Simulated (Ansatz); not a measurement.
Relaxation of Cu

Method: Ansatz 0.2.0, DFT r2SCAN, scalar-relativistic, plane waves, PAW. Run with 500 eV cutoff, 20×20×14 k-mesh, Gaussian smearing of 0.10 eV, no spin polarisation.

What was changed: biaxial strain in the a-b plane, c and atoms relaxed: -6.0 %.

Command:

```bash
ansatz run input.yaml --threads 1 --pin off --max-ram 2560MiB --backend cpu --events-out ev --progress --plain --runs-dir out
```

Input:

```yaml
crystal:
  lattice:
    - [1.6810312496, 1.6810312496, 0.0]
    - [-1.6810312496, 1.6810312496, 0.0]
    - [0.0, 0.0, 3.7054220736]
  atoms:
    - { symbol: Cu, position: [0.0, 0.0, 0.0] }
    - { symbol: Cu, position: [0.5, 0.5, 0.5] }
basis:
  ecutwfc: 500
kpoints:
  mp_grid: { grid: [20, 20, 14] }
hamiltonian:
  xc: r2scan
scf:
  occupations: { method: gaussian, width: 0.1 }
output:
  forces: true
  stress: true
  eigenvalues: true
relax:
  adjacent_minimum: "off"
  f_tol: 0.008
  max_steps: 40
  cell: { stress_tol: 0.015, fix: [a, b, gamma] }
```

F is the free energy. Steps run on the plane waves of an earlier cell, but the last one, and at times one on the way, on a freshly chosen basis, so a repeated geometry can differ a little in energy. The held parts of the cell keep their stress, so P needn't end at zero.

Steps:

| step | F − F(1) (eV) | largest force component (eV/Å) | V (Å³/atom) | P (GPa) |
| --- | --- | --- | --- | --- |
| 1 | 0.0000 | 0.000 | 10.471 | 18.57 |
| 2 | -0.0182 | 0.000 | 10.626 | 15.22 |
| 3 | -0.0311 | 0.000 | 10.893 | 10.16 |
| 4 | -0.0312 | 0.000 | 10.918 | 9.74 |
| 5 | -0.0318 | 0.000 | 10.918 | 9.77 |
| 6 | -0.0318 | 0.000 | 10.919 | 9.74 |
| 7 | -0.0318 | 0.000 | 10.919 | 9.74 |

Relaxed structure:

```xyz
2
Lattice="1.6810 1.6810 0.0000 -1.6810 1.6810 0.0000 0.0000 0.0000 3.8641" Properties=species:S:1:pos:R:3 pbc="T T T"
Cu    0.0000    0.0000    0.0000
Cu    0.0000    1.6810    1.9321
```

The structure is tetragonal, space group I4/mmm (No. 139). Conventional cell: a = 2.377 Å, b = 2.377 Å, c = 3.864 Å, α = 90.00°, β = 90.00°, γ = 90.00°. Cu (site symmetry 4/mmm) has 12 Cu at 2.38 to 2.56 Å as nearest neighbours.

The run converged. Time: 6.6 min on 1 thread of Intel(R) Xeon(R) Processor @ 2.50GHz (Skylake/Cascade Lake), on a shared host, peak memory 0.62 GiB.